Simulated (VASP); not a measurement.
# WS₂: relaxation of the cell, by dispersion

WS₂, P6_3/mmc (no. 194), 6 atoms in the cell.

| Dispersion | Volume (A^3) | Pressure left (GPa) | Ionic steps | SCF steps in all | Time (s) |
|---|---|---|---|---|---|
| none | 123.746 | -0.01 | 14 | 144 | 609 |
| TS | 106.525 | 0.00 | 14 | 131 | 629 |
| TS by libMBD | 106.347 | 0.00 | 15 | 139 | 769 |
| TS by libMBD, surface set | 106.347 | 0.00 | 15 | 139 | 742 |

## Input of the first row

INCAR:
```
SYSTEM = WS2
ALGO = Normal
EDIFF = 1E-7
EDIFFG = -0.01
ENCUT = 600
IBRION = 2
ISIF = 3
ISMEAR = 0
LASPH = .TRUE.
LCHARG = .FALSE.
LREAL = .FALSE.
LWAVE = .FALSE.
NELM = 100
NSW = 50
PREC = Accurate
SIGMA = 0.02
```

KPOINTS:
```
k-points
0
Gamma
  7 7 2
```

POSCAR:
```
WS2
1.0
    3.1800000000      0.0000000000      0.0000000000
   -1.5900000000      2.7539607840      0.0000000000
    0.0000000000      0.0000000000     12.5000000000
W S
2 4
Direct
    0.6666666667      0.3333333333      0.7500000000
    0.3333333333      0.6666666667      0.2500000000
    0.6666666667      0.3333333333      0.3750000000
    0.3333333333      0.6666666667      0.8750000000
    0.6666666667      0.3333333333      0.1250000000
    0.3333333333      0.6666666667      0.6250000000
```

Commands:
```
cat potpaw_PBE.64/W_sv/POTCAR potpaw_PBE.64/S/POTCAR > POTCAR
mpirun -np 1 vasp_std > vasp.out
```

Changes of the last row against the first:
```
+ IVDW = 14
+ LIBMBD_METHOD = ts
+ LIBMBD_VDW_PARAMS_KIND = tssurf
```

VASP 6.6.1 took 609 s on 1 core (Intel Xeon Platinum 8375C @ 2.90GHz (Ice Lake)), a shared host.
